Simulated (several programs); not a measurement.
A 6-atom cell of SiO₂ started from a crystallographic database, relaxed with r2SCAN in Ansatz, was computed with several methods. The symmetry is P4_2/mnm (No. 136, tetragonal); conventional cell a = 4.185 Å, c = 2.669 Å, 7.79 Å³ an atom. Si is surrounded by 6 O at 1.76–1.81 Å; O is surrounded by 3 Si at 1.76–1.81 Å. No spin polarisation and no zero-point or thermal motion.

```xyz
6
Lattice="4.1852 0.0000 0.0000 0.0000 4.1852 0.0000 0.0000 0.0000 2.6688" Properties=species:S:1:pos:R:3 pbc="T T T"
Si    0.0000    0.0000    0.0000
Si    2.0926    2.0926    1.3344
O     1.2811    1.2811    0.0000
O     0.8115    3.3737    1.3344
O     2.9041    2.9041    0.0000
O     3.3737    0.8115    1.3344
```

Gaps and times are for a single point on this cell; volume and bulk modulus come from each method's own relaxation or energy curve at fixed shape, which is too stiff where a cell has free coordinates or axes. Times are rough, from shared hosts (AMD EPYC 7R13 Processor; Arm Neoverse V1; NVIDIA H100 80GB HBM3), and each method has its own mesh and cell size. A double dagger marks a value from a curve with shape and coordinates held. A star marks a curve whose lowest point is an end point. PM6 (MOPAC), PM7 (MOPAC), GFN1-xTB (tblite), GFN2-xTB (tblite) treat a cluster of cells at its zone centre, which samples few k points: where these miss a band edge, the gap comes out too large for that reason alone. Gaps from k meshes are read at a limited set of points (mesh, symmetry points, PBE's band edges), so each method's own least gap may be somewhat smaller. Force fields have no electrons; where one was fitted to this phase, its volume and modulus reflect the fit. xTB and the PM methods were fitted mostly to molecules, and can miss a solid's gap by electronvolts. Minimal bases can be far off for gaps. Times of the plane-wave ladder aren't listed, since it ran on unlike processors and cards. GLLB-SC's gap includes the derivative discontinuity. d marks a direct gap, i an indirect one (no mark: not told apart), a dash a value that wasn't computed or didn't pass its checks.

| method | kind | gap (eV) | own volume (Å³/atom) | bulk modulus (GPa) | atoms computed | processor time |
| --- | --- | --- | --- | --- | --- | --- |
| PBEsol | semilocal | – | 7.85 | – | 6 | – |
| SiO.1997.vashishta (LAMMPS) | force field | – | – | – | 6 | 0.11 s |
| SiO.tersoff (LAMMPS) | force field | – | – | – | 6 | 0.12 s |
| light PBE (260 eV and a coarse mesh) | light plane-wave | 5.49 d | – | – | 6 | 0.84 s |
| LDA | semilocal | 5.53 d | 7.66 | – | 6 | – |
| PBE | semilocal | 5.56 d | 8.05 | 298‡ | 6 | – |
| GFN1-xTB (tblite) | tight binding | 6.72 | 8.55*‡ | 274*‡ | cluster | 4.8 s |
| PBE/SZV (CP2K) | small basis | 4.87 d | – | – | 6 | 8.7 s |
| r2SCAN | semilocal | 6.51 d | 7.79 | 337‡ | 6 | – |
| GFN2-xTB (tblite) | tight binding | 6.98 | 7.19‡ | 262‡ | cluster | 13 s |
| PM7 (MOPAC) | semi-empirical | 6.15 | – | – | cluster | 14 s |
| PM6 (MOPAC) | semi-empirical | 6.46 | – | – | cluster | 14 s |
| GLLB-SC (GPAW) | model potential | 8.33 | – | – | 6 | 16 s |
| PBE/DZVP (CP2K) | small basis | 5.47 d | 8.04‡ | 294‡ | 6 | 22 s |
| r2SCANh | hybrid | 7.53 d | – | – | 6 | – |
| PBE0 | hybrid | 8.43 d | – | – | 6 | – |
| HSE06 | hybrid | 7.66 d | – | – | 6 | – |
| DDH-PBE0 | hybrid | 8.91 d | – | – | 6 | – |

Question: How far from the measured values lie the methods that can be set against them?

Answer:
- Volume, measured 7.774 Å³ an atom: PBEsol +1.0 %, LDA -1.5 %, PBE +3.5 %, r2SCAN +0.2 %.
The calculations are for a static lattice; samples hold vibrations, temperature and, in optical gaps, excitons. A measured value is shown where most reports agree with it, and only for the quantities listed. Sources: 7.774 Å³ an atom (from the lattice constants; a of recovered stishovite; 300 K; “Oxidation of the Interiors of Carbide Exoplanets”; recovered from laser-heated SiC + water at 42 GPa; mixed-phase sample, stishovite may hold some water; 2020; arxiv:2005.03175).
